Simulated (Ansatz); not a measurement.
Predict the output of the script below (Ansatz's Python interface).

`knbo3.py`
```python
"""Bands of KNbO3 along a path through the zone."""

from dataclasses import dataclass
import itertools
import warnings

import ansatz as az
from ase import Atoms
import numpy as np


@dataclass
class Options:
    functional: str = "pbe"
    mesh: tuple[int, ...] = (4, 4, 4)
    occupations: str = "Fixed"
    n_empty: int = 6


cfg = Options()


def main() -> None:
    atoms = Atoms(
        ["K", "Nb", "O", "O", "O"],
        scaled_positions=[
            (0.0, 0.0, 0.0),
            (0.5, 0.5, 0.5),
            (0.0, 0.5, 0.5),
            (0.5, 0.0, 0.5),
            (0.5, 0.5, 0.0),
        ],
        cell=[
            (4.029183, 0.0, 0.0),
            (0.0, 4.029183, 0.0),
            (0.0, 0.0, 4.029183),
        ],
        pbc=True,
    )
    structure = az.Crystal.from_ase(atoms)

    # high-symmetry points in fractions of the reciprocal vectors
    path = [
        ("G", (0.0, 0.0, 0.0)),
        ("X", (0.0, 0.5, 0.0)),
        ("M", (0.5, 0.5, 0.0)),
        ("G", (0.0, 0.0, 0.0)),
        ("R", (0.5, 0.5, 0.5)),
        ("X", (0.0, 0.5, 0.0)),
    ]
    calculation = (
        structure.calculation()
        .functional(cfg.functional)
        .kpoints(*cfg.mesh)  # the mesh must be finer for metals
        .occupations(cfg.occupations)  # whole-number filling, right only where there is a gap
        .band_structure([point for _, point in path], intervals=4)  # levels along the path at the converged density
        .scf(extra_bands=cfg.n_empty)
        .density()
    )
    with warnings.catch_warnings(record=True) as caught:
        warnings.simplefilter("always")
        done = calculation.run(threads=1)
    print("warnings raised:", sorted(w.category.__name__ for w in caught) or "none")
    rep = done.report

    n_atoms = len(rep["lattice"]["sites"])
    print("F =", round(rep["free_energy_ev"], 4), "eV for", n_atoms, "atoms")
    print("E(sigma -> 0) =", round(rep["energy_sigma0_ev"], 4), "eV, TS =", round(rep["entropy_ts_ev"], 5), "eV")
    print("closed by", rep["closed_by"], "after", rep["n_iterations"], "iterations")

    used = rep["setup"]
    print("cutoffs (eV):", used["ecut_ev"], used["ecutrho_ev"], " FFT grid:", used["fft_dense"])
    print("cell volume {:.3f} A^3, {} symmetry operations".format(used["cell_volume_ang3"], used["n_sym_ops"]))

    # valence electrons inside a sphere about each atom
    rho = done.density()
    total = sum(channel.density_e_per_ang3 for channel in rho.channels[:2])
    grid_cell = np.asarray(rho.fft_grid_basis) @ done.lattice.cell_ang
    mesh = np.stack(np.meshgrid(*[np.arange(n) / n for n in rho.dims], indexing="ij"), axis=-1)
    for site in done.lattice.sites:
        offset = mesh - site.position_ang @ np.linalg.inv(grid_cell)
        offset -= offset.round()
        distance = np.min([np.linalg.norm((offset + shift) @ grid_cell, axis=-1) for shift in itertools.product((-1, 0, 1), repeat=3)], axis=0)
        inside = [total[distance < radius].sum() * rho.cell_volume_ang3 / total.size for radius in (0.8, 1.0, 1.2)]
        print(site.symbol, "electrons within 0.8, 1.0, 1.2 A:", np.round(inside, 2))

    bands = done.band_structure()
    fermi = bands.fermi_energy_ev
    print(f"zero of the bands: {fermi:.3f} eV, the Fermi level found on the SCF mesh")
    levels = bands.channels[0].eigenvalues_ev - fermi
    filled = round(rep["n_electrons"]) // 2
    valence, conduction = levels[:, filled - 1], levels[:, filled]
    print("k (fractions)              top valence  bottom conduction (eV)")
    for k, lo, hi in zip(bands.kpoints_frac, valence, conduction):
        print(f"{k[0]:7.3f} {k[1]:7.3f} {k[2]:7.3f} {lo:12.3f} {hi:13.3f}")
    print(f"on this path: least direct gap {np.min(conduction - valence):.3f} eV, least gap {conduction.min() - valence.max():.3f} eV")


if __name__ == "__main__":
    main()
```

```console
$ python knbo3.py
warnings raised: ['DeckWarning']
F = -7797.496 eV for 5 atoms
E(sigma -> 0) = -7797.496 eV, TS = 0.0 eV
closed by deck_thresholds after 6 iterations
cutoffs (eV): 420.0 1680.0  FFT grid: [27, 27, 27]
cell volume 65.411 A^3, 48 symmetry operations
K electrons within 0.8, 1.0, 1.2 A: [5.09 6.63 7.43]
Nb electrons within 0.8, 1.0, 1.2 A: [ 6.8   8.91 10.13]
O electrons within 0.8, 1.0, 1.2 A: [4.94 5.99 6.86]
O electrons within 0.8, 1.0, 1.2 A: [4.94 5.99 6.86]
O electrons within 0.8, 1.0, 1.2 A: [4.94 5.99 6.86]
zero of the bands: 8.136 eV, the Fermi level found on the SCF mesh
k (fractions)              top valence  bottom conduction (eV)
  0.000   0.000   0.000       -0.655         1.503
  0.000   0.125   0.000       -0.731         1.518
  0.000   0.250   0.000       -0.794         1.556
  0.000   0.375   0.000       -0.833         1.595
  0.000   0.500   0.000       -0.846         1.611
  0.125   0.500   0.000       -1.066         2.049
  0.250   0.500   0.000       -0.516         2.937
  0.375   0.500   0.000       -0.148         3.739
  0.500   0.500   0.000       -0.035         4.066
  0.375   0.375   0.000       -0.234         3.702
  0.250   0.250   0.000       -0.647         2.836
  0.125   0.125   0.000       -0.883         1.930
  0.000   0.000   0.000       -0.655         1.503
  0.125   0.125   0.125       -0.894         2.224
  0.250   0.250   0.250       -0.544         3.519
  0.375   0.375   0.375       -0.166         4.666
  0.500   0.500   0.500        0.000         5.180
  0.375   0.500   0.375       -0.096         4.725
  0.250   0.500   0.250       -0.425         3.657
  0.125   0.500   0.125       -1.003         2.378
  0.000   0.500   0.000       -0.846         1.611
on this path: least direct gap 2.158 eV, least gap 1.503 eV
```

Absolute energies stand on the zero of these potentials, so only differences at equal settings mean something. A total without «per atom» is that of the whole cell that was run. No spin polarisation was allowed. Semilocal gaps usually lie well under measured ones. With fixed filling the reported Fermi level is the top filled level among the k-points of the SCF. This is a high-temperature or high-pressure form, not the ambient phase. The fields are valence quantities on the plane-wave grid; their values near the nuclei depend on the potentials. This cell is a computed structure, which may not be the phase found in nature. Levels are Kohn-Sham eigenvalues on this mesh, without spin-orbit coupling. Finished in 2.9 s on 1 thread of Arm Neoverse V1, with other jobs on the host, peak memory 0.36 GiB.
